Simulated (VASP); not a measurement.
## Input and output of a VASP PBEsol relaxation of cell and atoms on BaTe (rocksalt)

INCAR

```
LCHARG = .FALSE.
LREAL = .FALSE.
EDIFFG = -5E-3
EDIFF = 1E-7
LASPH = .TRUE.
LWAVE = .FALSE.
SIGMA = 0.02
NELM = 120
ISMEAR = -1
IBRION = 2
NSW = 40
ENCUT = 600
GGA = PS
ISIF = 3
NBANDS = 15
PREC = Accurate
```

KPOINTS

```
KPOINTS created by Atomic Simulation Environment
0
Gamma
6 6 6
0 0 0
```

POSCAR

```
Ba Te
 1.0000000000000000
     0.0000000000000000    3.5323868449007647    3.5323868449007647
     3.5323868449007647    0.0000000000000000    3.5323868449007647
     3.5323868449007647    3.5323868449007647    0.0000000000000000
 Ba  Te
   1   1
Cartesian
 -0.0000000000000000 -0.0000000000000000 -0.0000000000000000
  3.5323868449007643  3.5323868449007643  3.5323868449007643
```

VASP ran with the recommended PBE PAW datasets (16 valence electrons in the cell).

Command

```
mpirun -np 1 vasp_std
```

From OUTCAR

```
k-points           NKPTS =     16   k-points in BZ     NKDIM =     16   number of bands    NBANDS=     15

   NELECT =      16.0000    total number of electrons

   dimension x,y,z NGX =    40 NGY =   40 NGZ =   40
   dimension x,y,z NGXF=    80 NGYF=   80 NGZF=   80

  energy-cutoff  :      600.00
  volume of cell :       84.62
      direct lattice vectors                 reciprocal lattice vectors
     0.000000000  3.484528754  3.484528754    -0.143491426  0.143491426  0.143491426
     3.484528754  0.000000000  3.484528754     0.143491426 -0.143491426  0.143491426
     3.484528754  3.484528754  0.000000000     0.143491426  0.143491426 -0.143491426

 k-points in reciprocal lattice and weights: KPOINTS created by Atomic Simulation Env
   0.00000000  0.00000000  0.00000000       0.005
   0.16666667  0.00000000  0.00000000       0.037
   0.33333333  0.00000000  0.00000000       0.037
   0.50000000  0.00000000  0.00000000       0.019
   0.16666667  0.16666667  0.00000000       0.028
   0.33333333  0.16666667  0.00000000       0.111
   0.50000000  0.16666667  0.00000000       0.111
  -0.33333333  0.16666667  0.00000000       0.111
   ...

 E-fermi :   2.6376

 k-point     1 :       0.0000    0.0000    0.0000
  band No.  band energies     occupation
      1     -24.7098      2.00000
      2      -9.8513      2.00000
      3      -9.8513      2.00000
      4      -9.8513      2.00000
      5      -7.3708      2.00000
      6       2.2383      2.00000
      7       2.2383      2.00000
      8       2.2383      2.00000
      9       5.0427      0.00000
     10       5.0941      0.00000
     11       5.0941      0.00000
     12       5.0941      0.00000
     13       5.7537      0.00000
     14       5.7537      0.00000
     15       9.0745      0.00000

 k-point     2 :       0.1667    0.0000    0.0000
  band No.  band energies     occupation
      1     -24.7061      2.00000
      2      -9.9869      2.00000
      3      -9.8545      2.00000
      4      -9.8545      2.00000
      5      -7.1603      2.00000
      6       1.3967      2.00000
      7       1.8424      2.00000
      8       1.8424      2.00000
      9       5.1271      0.00000
     10       5.4392      0.00000
     11       5.4392      0.00000
     12       6.1676      0.00000
     13       6.5359      0.00000
     14       6.5359      0.00000
     15       9.9342      0.00000

 k-point     3 :       0.3333    0.0000    0.0000
  band No.  band energies     occupation
      1     -24.6989      2.00000
      2     -10.2149      2.00000
      3      -9.8607      2.00000
      4      -9.8607      2.00000
      5      -6.7691      2.00000
      6       0.3360      2.00000
      7       1.2857      2.00000
      8       1.2857      2.00000
      9       5.5542      0.00000
     10       6.3229      0.00000
     11       6.3229      0.00000
     12       7.5483      0.00000
     13       8.2160      0.00000
     14       8.2160      0.00000
     15      10.3147      0.00000

 k-point     4 :       0.5000    0.0000    0.0000
  band No.  band energies     occupation
      1     -24.6952      2.00000
      2     -10.3141      2.00000
      3      -9.8638      2.00000
      4      -9.8638      2.00000
      5      -6.5802      2.00000
      6      -0.0825      2.00000
      7       1.0672      2.00000
      8       1.0672      2.00000
      9       6.3299      0.00000
     10       6.9684      0.00000
     11       7.1156      0.00000
     12       7.1156      0.00000
     13       9.1569      0.00000
     14       9.1569      0.00000
     15       9.7881      0.00000

 k-point     5 :       0.1667    0.1667    0.0000
  band No.  band energies     occupation
      1     -24.7049      2.00000
      2      -9.9761      2.00000
      3      -9.8739      2.00000
      4      -9.8739      2.00000
      5      -7.1421      2.00000
      6       1.0627      2.00000
      7       2.0310      2.00000
      8       2.0310      2.00000
      9       4.5855      0.00000
     10       5.5777      0.00000
     11       5.9444      0.00000
     12       5.9551      0.00000
     13       5.9551      0.00000
     14       7.8250      0.00000
     15      10.1791      0.00000

 k-point     6 :       0.3333    0.1667    0.0000
  band No.  band energies     occupation
      1     -24.6989      2.00000
      2     -10.1252      2.00000
      3      -9.8884      2.00000
      4      -9.8838      2.00000
      5      -6.9187      2.00000
      6       0.5529      2.00000
      7       1.5030      2.00000
      8       1.6586      2.00000
      9       4.6787      0.00000
     10       6.3572      0.00000
     11       6.5724      0.00000
     12       6.9709      0.00000
     13       7.0617      0.00000
     14       9.0946      0.00000
     15      10.3798      0.00000

 k-point     7 :       0.5000    0.1667    0.0000
  band No.  band energies     occupation
      1     -24.6940      2.00000
      2     -10.2417      2.00000
      3      -9.9068      2.00000
      4      -9.8837      2.00000
      5      -6.7199      2.00000
      6       0.2404      2.00000
      7       1.1172      2.00000
      8       1.2389      2.00000
      9       5.4895      0.00000
     10       6.9839      0.00000
     11       7.2819      0.00000
     12       7.4836      0.00000
     13       8.3232      0.00000
     14       9.1526      0.00000
     15       9.5930      0.00000

 k-point     8 :      -0.3333    0.1667    0.0000
  band No.  band energies     occupation
      1     -24.6952      2.00000
      2     -10.2235      2.00000
      3      -9.9229      2.00000
      4      -9.8644      2.00000
      5      -6.7276      2.00000
      6       0.2326      2.00000
      7       1.1237      2.00000
      8       1.3187      2.00000
      9       5.8614      0.00000
     10       6.4293      0.00000
     11       6.8657      0.00000
     12       7.2726      0.00000
     13       7.9068      0.00000
     14       9.7642      0.00000
     15      10.3988      0.00000

 k-point     9 :      -0.1667    0.1667    0.0000
  band No.  band energies     occupation
      1     -24.7013      2.00000
      2     -10.1000      2.00000
      3      -9.8995      2.00000
      4      -9.8497      2.00000
      5      -6.9439      2.00000
      6       0.7040      2.00000
      7       1.3766      2.00000
      8       1.7587      2.00000
      9       5.4114      0.00000
     10       5.6348      0.00000
     11       5.9623      0.00000
     12       6.4453      0.00000
     13       7.7182      0.00000
     14       8.0972      0.00000
     15      10.5667      0.00000

 k-point    10 :       0.3333    0.3333    0.0000
  band No.  band energies     occupation
      1     -24.6953      2.00000
      2     -10.0829      2.00000
      3      -9.9193      2.00000
      4      -9.9193      2.00000
      5      -7.0397      2.00000
      6       0.6754      2.00000
      7       1.8623      2.00000
      8       1.8623      2.00000
      9       3.9007      0.00000
     10       6.3703      0.00000
     11       6.3957      0.00000
     12       7.5361      0.00000
     13       7.5361      0.00000
     14       9.1814      0.00000
     15      10.4282      0.00000

 k-point    11 :       0.5000    0.3333    0.0000
  band No.  band energies     occupation
      1     -24.6917      2.00000
      2     -10.1002      2.00000
      3      -9.9710      2.00000
      4      -9.9229      2.00000
      5      -7.0067      2.00000
      6       0.8891      2.00000
      7       1.3877      2.00000
      8       1.6251      2.00000
      9       4.2465      0.00000
     10       7.1642      0.00000
     11       7.3445      0.00000
     12       7.5788      0.00000
     13       7.7220      0.00000
     14       8.0877      0.00000
     15       9.9283      0.00000

 k-point    12 :      -0.3333    0.3333    0.0000
  band No.  band energies     occupation
      1     -24.6916      2.00000
      2     -10.1347      2.00000
      3     -10.0136      2.00000
      4      -9.8956      2.00000
      5      -6.8452      2.00000
      6       0.5924      2.00000
      7       1.2117      2.00000
      8       1.2719      2.00000
      9       5.3693      0.00000
     10       6.7945      0.00000
     11       7.0331      0.00000
     12       7.1630      0.00000
     13       8.6248      0.00000
     14       8.8024      0.00000
     15      10.2498      0.00000

 k-point    13 :       0.5000    0.5000    0.0000
  band No.  band energies     occupation
      1     -24.6905      2.00000
      2     -10.0789      2.00000
      3      -9.9422      2.00000
      4      -9.9422      2.00000
      5      -7.1567      2.00000
      6       1.0787      2.00000
      7       1.8491      2.00000
      8       1.8491      2.00000
      9       3.6382      0.00000
     10       6.6741      0.00000
     11       6.8298      0.00000
     12       7.8615      0.00000
     13       8.0038      0.00000
     14       8.0038      0.00000
     15       9.9853      0.00000

 ...

  Total        0.0010368      0.0010368      0.0010368      0.0000000     -0.0000000      0.0000000
  in kB        0.0196311      0.0196311      0.0196311      0.0000000     -0.0000000      0.0000000
  external PRESSURE =       0.0196311 kB  Pullay stress =       0.0000000 kB

 POSITION                                       TOTAL-FORCE (eV/Angst)
 -----------------------------------------------------------------------------------
      0.00000      0.00000      0.00000        -0.000000     -0.000000      0.000000
      3.48453      3.48453      3.48453         0.000000      0.000000     -0.000000
 -----------------------------------------------------------------------------------
    total drift:                                0.000000     -0.000000     -0.000000

  FREE ENERGIE OF THE ION-ELECTRON SYSTEM (eV)
  ---------------------------------------------------
  free  energy   TOTEN  =        -9.1913143692 eV

  energy  without entropy=       -9.1913143691  energy(sigma->0) =       -9.19131437
```

CONTCAR

```
Ba Te
   1.00000000000000
     0.0000000000000000    3.4845287541634145    3.4845287541634145
     3.4845287541634145    0.0000000000000000    3.4845287541634145
     3.4845287541634145    3.4845287541634145    0.0000000000000000
  Ba              Te
     1     1
Direct
     0.0000000000000000    0.0000000000000000    0.0000000000000000
     0.5000000000000000    0.5000000000000000    0.5000000000000000

  0.00000000E+00  0.00000000E+00  0.00000000E+00
  0.00000000E+00  0.00000000E+00  0.00000000E+00
```

The relaxed cell vector lengths is 4.928, 4.928, 4.928 Å. The relaxed cell volume is 84.62 Å³.

The run was restarted once from its relaxed cell; OSZICAR and OUTCAR are the second run's.

The run (the restart alone) took about 12 s on one core of a shared host (Intel Xeon 6975P-C) and held 0.24 GiB at most.
